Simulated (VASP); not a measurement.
# LaB6: relaxation of cell and atoms with PBE

The system is LaB6.

```
La B
1.0
     4.15388    0.00000    0.00000
     0.00000    4.15388    0.00000
     0.00000    0.00000    4.15388
La B
1 6
Cartesian
  0.0000 0.0000 4.1539
  0.8296 2.0769 2.0769
  2.0769 0.8296 2.0769
  3.3242 2.0769 2.0769
  2.0769 3.3242 2.0769
  2.0769 2.0769 0.8296
  2.0769 2.0769 3.3242
```

```json
{
 "Program": "VASP 6.6.1",
 "Task": "relaxation of cell and atoms",
 "Functional": "PBE",
 "Potentials or basis": "VASP PAW PBE potentials, release 64 (La, B)",
 "Cutoff": "600 eV",
 "k mesh": "10 × 10 × 10",
 "Occupations": "methfessel-paxton, width 0.1 eV",
 "Spin": "no spin polarisation",
 "Further INCAR settings": "ALGO = Normal; EDIFF = 1e-07; IBRION = 2; EDIFFG = -0.005; NSW = 90; ISIF = 3"
}
```

```json
{"Pressure after relaxing": "0.0 GPa", "Band gap on the k mesh": "none (metal or under the smearing width)"}
```

Final structure:
```yaml
crystal:
  lattice:
    - [4.15388, 0.00000, 0.00000]
    - [0.00000, 4.15388, 0.00000]
    - [0.00000, 0.00000, 4.15388]
  atoms:
    - { symbol: La, position: [0.00000, 0.00000, 0.00000] }
    - { symbol: B, position: [0.19973, 0.50000, 0.50000] }
    - { symbol: B, position: [0.50000, 0.19973, 0.50000] }
    - { symbol: B, position: [0.80027, 0.50000, 0.50000] }
    - { symbol: B, position: [0.50000, 0.80027, 0.50000] }
    - { symbol: B, position: [0.50000, 0.50000, 0.19973] }
    - { symbol: B, position: [0.50000, 0.50000, 0.80027] }
```

Levels at points of the mesh, in eV from the Fermi level:
```csv
k point,band 10,band 11,band 12,band 13,band 14,band 15,band 16,band 17,band 18
"(0.00, 0.00, 0.00)",-6.97,-6.97,-1.86,-1.86,-1.86,0.21,0.21,0.21,1.51
"(0.50, 0.00, 0.00)",-6.46,-3.46,-3.46,-3.19,-2.47,-1.48,1.46,1.57,1.57
"(0.50, 0.50, 0.00)",-6.16,-4.44,-4.44,-2.89,-2.89,1.02,1.02,1.95,1.96
"(0.50, 0.50, 0.50)",-4.72,-4.72,-2.39,-2.39,-2.39,1.46,1.75,1.75,1.75
```

Wall time 57 s on 2 MPI ranks on Intel(R) Xeon(R) Platinum 8259CL CPU @ 2.50GHz (Skylake/Cascade Lake), on a shared host, peak memory 0.27 GiB a rank.

Caveat: the relaxation stopped at its first step, so nothing moved. The run has no spin-orbit coupling, so splittings on La are missing.
